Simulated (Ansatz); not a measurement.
Trial inputs on Na

All trials start from this Ansatz input:

```yaml
crystal:
  lattice:
    - [3.1966520447, -1.8565520294, 0.0]
    - [3.1966520447, 1.8565520294, 0.0]
    - [-2.1744518352, 0.0, 9.3648511597]
  atoms:
    - { symbol: Na, position: [0.0, 0.0, 0.0] }
    - { symbol: Na, position: [0.222415, 0.222415, 0.666676] }
    - { symbol: Na, position: [0.777585, 0.777585, 0.333324] }
basis:
  ecutwfc: 420
kpoints:
  mp_grid: { grid: [4, 4, 2] }
hamiltonian:
  xc: pbe
scf:
  occupations: { method: gaussian, width: 0.1 }
output:
  forces: true
  stress: true
  eigenvalues: true
```

Command:

```bash
ansatz run input.yaml --threads 1 --pin off --max-ram 1331MiB --backend cpu --events-out ev --progress --plain --runs-dir out
```

The run converges in 6 SCF iterations on 14 irreducible k-points: pressure 0.07 GPa, largest force 0.002 eV/Å, no gap.

The inputs are trials, many of them unsound on purpose. Their numbers show the effect of the settings and aren't properties of the material. Each trial's input is given as a difference from the reference's; energies are extrapolated to zero smearing where there is one, and pressure is positive in compression.

Trial 1:

```diff
 basis:
-  ecutwfc: 420
+  ecutwfc: "19 Ha"
 kpoints:
-  mp_grid: { grid: [4, 4, 2] }
+  mp_grid: { grid: [1, 1, 1] }
+  band_path: { path: [[0, 0, 0], [0.5, 0, 0], [0.5, 0.5, 0.5]], npoints: 4 }
 hamiltonian:
-  xc: pbe
+  xc: revpbe
+  dispersion: d4
+  pseudopotentials: { kind: paw, source: ansatz }
 scf:
+  n_extra_bands: 12
+  max_iter: 30
+  convergence: { dr2_threshold: "1e-7 eV" }
```

The run converges in 7 SCF iterations on 1 irreducible k-point: pressure -2.86 GPa, no gap. It warns that the cutoff lies under the recommended one, 700 eV for these potentials; that the SCF threshold is loose for the stress.